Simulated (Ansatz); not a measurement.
# SiO2: the cost of one run

Program: Ansatz 0.2.0. Level of theory: DFT PBEsol, scalar-relativistic. These are calculated values, not measurements.

## (1) The structure to begin with

It takes space group I-42d (No. 122, tetragonal). Conventional cell: a = 4.748 Å, b = 4.748 Å, c = 7.488 Å, α = 90.00°, β = 90.00°, γ = 90.00°. Around Si (site symmetry -4) lie 4 O at 1.62 Å. O (site symmetry 2) has 2 Si at 1.62 Å as nearest neighbours.

Structure file:

```
CELL_PARAMETERS angstrom
-2.37405 2.37405 3.74400
2.37405 -2.37405 3.74400
2.37405 2.37405 -3.74400
ATOMIC_POSITIONS crystal
Si 0.00000 0.00000 0.00000
Si 0.75000 0.25000 0.50000
O 0.99838 0.62500 0.87338
O 0.37500 0.24838 0.37338
O 0.75162 0.12500 0.12662
O 0.87500 0.00162 0.62662
```

Atoms are numbered in the order of the input: Si1, Si2, O3, O4, O5, O6.

## (2) After the deformation

Space group I-42d before, I-42d after.

## (3) Full-potential LAPW

Contents of input.yaml:

```yaml
crystal:
  lattice:
    - [-2.37405, 2.37405, 3.78144]
    - [2.37405, -2.37405, 3.78144]
    - [2.37405, 2.37405, -3.78144]
  atoms:
    - { symbol: Si, position: [0.0, 0.0, 0.0] }
    - { symbol: Si, position: [0.75, 0.25, 0.5] }
    - { symbol: O, position: [0.99838, 0.625, 0.87338] }
    - { symbol: O, position: [0.375, 0.24838, 0.37338] }
    - { symbol: O, position: [0.75162, 0.125, 0.12662] }
    - { symbol: O, position: [0.875, 0.00162, 0.62662] }
kpoints:
  mp_grid: { grid: [7, 7, 7] }
  band_path:
    path:
      - [0.0, 0.0, 0.0]
      - [0.0, 0.0, 0.5]
      - [0.25, 0.25, 0.25]
      - [0.0, 0.5, 0.0]
      - [0.0, 0.0, 0.0]
      - [0.5, 0.5, -0.5]
      - [0.3485383541, 0.6514616459, -0.3485383541]
      - [-0.3485383541, 0.3485383541, 0.3485383541]
      - [0.0, 0.0, 0.0]
    npoints: 5
scf:
  occupations: { method: fermi_dirac, width: 0.03 }
hamiltonian:
  xc: pbesol
  pseudopotentials: { kind: all_electron, lapw: { basis_error: 0.001 } }
output:
  forces: true
  stress: true
  eigenvalues: true
```

Launch:

```sh
> ansatz run input.yaml --threads 2 --pin off --max-ram 8192MiB --backend cpu --events-out ev --progress --plain --runs-dir out
```

What time and memory should one allow on 2 threads of Arm Neoverse V1, shared host?

About 1.9 min, with a peak of 0.7 GiB.
